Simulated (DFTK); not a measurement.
Runs of DFTK 0.8.2 on Sn. The structure is cubic, space group Fd-3m (No. 227). Conventional cell: a = 6.467 Å, b = 6.467 Å, c = 6.467 Å, α = 90.00°, β = 90.00°, γ = 90.00°. Sn (site symmetry -43m) has 4 Sn at 2.80 Å as nearest neighbours. This isn't the form of Sn at room conditions, which is tetragonal (white tin).

```tsv
task	level	potentials or basis	k mesh	cutoff (eV)	valence electrons	mesh quality	gap on the mesh (eV)	pressure (GPa)	V0 of scaled cells (Å³/atom)	B0 (GPa)
equation of state	PBEsol	dojo.nc.sr.pbesol.v0_4_1.standard.upf (PBEsol)	7 × 7 × 7	980	Sn 14	not flagged	-	-	35.08	41
band structure	PBE	in-house norm-conserving set (PBE, scalar relativistic)	6 × 6 × 6	980	Sn 14	not flagged	none	3.9	-	-
band structure	LDA	cp2k.nc.sr.lda.v0_1.largecore.gth (LDA, GTH)	7 × 7 × 7	544	Sn 4	not flagged	none	(b)	-	-
band structure	BJ06	cp2k.nc.sr.pbe.v0_1.largecore.gth (PBE, GTH)	7 × 7 × 7	952	Sn 4	not flagged	none	-	-	-
equation of state	PBEsol	PseudoDojo 0.4 stringent (PBEsol)	4 × 4 × 4	1388	Sn 22	coarse	-	-	35.52	41
single point	PBE	dojo.nc.sr.pbe.v0_4_1.standard.upf (PBE)	7 × 7 × 7	980	Sn 14	not flagged	none	3.9	-	-
single point	PBEsol	dojo.nc.sr.pbesol.v0_4_1.standard.upf (PBEsol)	7 × 7 × 7	980	Sn 14	not flagged	none	1.7	-	-
band structure	r2SCAN	in-house norm-conserving set (r2SCAN, scalar relativistic)	4 × 4 × 4	1225	Sn 14	coarse	none	(a)	-	-
```

Alike in all rows: no spin polarisation; cell as given; smearing fermi-dirac 0.05 eV.

**Question.** Fill in the values left out.

**Answer.** (a) 2.7; (b) -1.2.

Caveats: some runs use coarse meshes; GTH potentials come without recommended cutoffs, and this one wasn't checked for convergence (some runs); the program leaves the constant c of mgga_x_tb09 at 1, so the potential is Becke-Johnson's (BJ06) and not Tran and Blaha's, with levels but no total energy (some runs); the program warned that the kinetic-energy density falls under its von Weizsäcker bound, which can give unphysical results (some runs); the potentials were made for another functional, which shifts forces and pressure (some runs).

A k mesh can miss the band edges, and the runs leave out spin-orbit coupling on Sn.

A gap of «none» marks a metal or a gap under the smearing width.

Not every run made on this cell is shown here.
